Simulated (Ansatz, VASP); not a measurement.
Ti: VASP beside Ansatz

Contents of POSCAR:

```
Ti
1.0
    0.0000000000      2.0954589391      2.0954589391
    2.0954589391      0.0000000000      2.0954589391
    2.0954589391      2.0954589391      0.0000000000
Ti
1
Direct
    0.0000000000      0.0000000000      0.0000000000
```

Contents of INCAR.step1:

```
PREC = Accurate ; ENCUT = 520
ISMEAR = 0 ; SIGMA = 0.1
LREAL = F ; LASPH = T
NELM = 100 ; NBANDS = 12
GGA = PE ; ALGO = Normal
EDIFF = 1E-4 ; LWAVE = T
LCHARG = F
```

INCAR.step2

```
PREC = Accurate ; ENCUT = 520
EDIFF = 1E-6 ; ISMEAR = 0
SIGMA = 0.1 ; LREAL = F
LASPH = T ; NELM = 100
ALGO = Normal ; ISIF = 2
LWAVE = F ; LCHARG = F
METAGGA = R2SCAN ; LMIXTAU = T
NBANDS = 12 ; ISTART = 1
```

KPOINTS

```
regular mesh
0
Gamma
  18 18 18
```

Input for Ansatz:

```yaml
crystal:
  lattice:
    - [0.0, 2.0954589382, 2.0954589382]
    - [2.0954589382, 0.0, 2.0954589382]
    - [2.0954589382, 2.0954589382, 0.0]
  atoms:
    - { symbol: Ti, position: [0.0, 0.0, 0.0] }
basis:
  ecutwfc: 500
kpoints:
  mp_grid: { grid: [18, 18, 18] }
hamiltonian:
  xc: r2scan
scf:
  occupations: { method: gaussian, width: 0.1 }
output:
  forces: true
  stress: true
  eigenvalues: true
```

Alike in both runs: task single point; functional r2SCAN; k mesh 18 × 18 × 18; occupations gaussian, width 0.1 eV; no spin polarisation.

```csv
,VASP,Ansatz
version,VASP 6.6.1,Ansatz 0.2.0
potentials or method,"VASP PAW PBE potentials, release 64 (Ti_sv)","scalar-relativistic, plane waves, PAW"
plane-wave cutoff (eV),520,500
valence electrons in the cell,12,12
```

VASP gave:

```
gap on the k mesh at the Fermi level (eV) : none
pressure (GPa)                            : -5.5
```

Question: What did Ansatz give for the same quantities?

Answer: gap on the k mesh at the Fermi level (eV): none; pressure (GPa): -5.9.

A gap of «none» marks a metal or a gap that the smearing closes.

Caveats: the PAW data sets were made with another functional, which shifts forces and pressure a little (VASP).
